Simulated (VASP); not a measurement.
Set up this calculation in VASP 6.6.1, as the native input.

* Task: relaxation of cell and atoms
* Functional: AM05
* Potentials or basis: VASP PAW PBE potentials, release 64 (Ag, I)
* Cutoff: 600 eV
* k mesh: 9 × 9 × 4
* Occupations: gaussian, width 0.03 eV
* Spin: no spin polarisation
* Further INCAR settings: ALGO = Normal; EDIFF = 1e-06; IBRION = 2; EDIFFG = -0.01; NSW = 90; ISIF = 3

The structure of AgI (Iodargyrite) lies in POSCAR:

```
AgI
1.0
    4.5900000000      0.0000000000      0.0000000000
   -2.2950000000      3.9750566034      0.0000000000
    0.0000000000      0.0000000000      7.5200000000
Ag I
2 2
Direct
    0.6666666667      0.3333333333      0.6300000000
    0.3333333333      0.6666666667      0.1300000000
    0.6666666667      0.3333333333      0.0000000000
    0.3333333333      0.6666666667      0.5000000000
```

These files were run (other wordings do the same):

INCAR

```
PREC = Accurate
ENCUT = 600
EDIFF = 1E-6
ISMEAR = 0
SIGMA = 0.03
LREAL = False
LASPH = True
NELM = 80
ALGO = Normal
ISIF = 3
LWAVE = False
LCHARG = False
GGA = AM
IBRION = 2
NSW = 90
EDIFFG = -0.01
```

KPOINTS

```
regular mesh
0
Gamma
  9 9 4
```

Potentials or basis: VASP PAW PBE potentials, release 64 (Ag, I).

Run with:

```sh
$ cat potpaw_PBE.64/Ag/POTCAR potpaw_PBE.64/I/POTCAR > POTCAR
$ mpirun -np 1 vasp_std > vasp.out
```

Results of the run:

```yaml
Relaxed_volume: 34.21 Å³/atom
Relaxed_cell: a = 4.588 Å, b = 4.588 Å, c = 7.506 Å, α = 90.00°, β = 90.00°, γ = 120.00°
Space_group_after_relaxing_to_0.05_Å: P6_3mc (No. 186)
Energy_gained_by_relaxing: 0.6 meV/atom
Ionic_steps: 13
Pressure_after_relaxing: 0.0 GPa
Band_gap_on_the_k_mesh: 1.35 eV, direct
```

Caveat: the PAW data sets were made with another functional, which shifts forces and pressure a little; spin-orbit coupling is left out, which moves the levels of the heavy elements; an odd mesh through Γ misses points on the zone boundary, where band edges often lie.

It took 8.7 min on 1 thread of Intel(R) Xeon(R) Platinum 8488C (Sapphire Rapids), with other jobs on the host, peak memory 0.39 GiB.
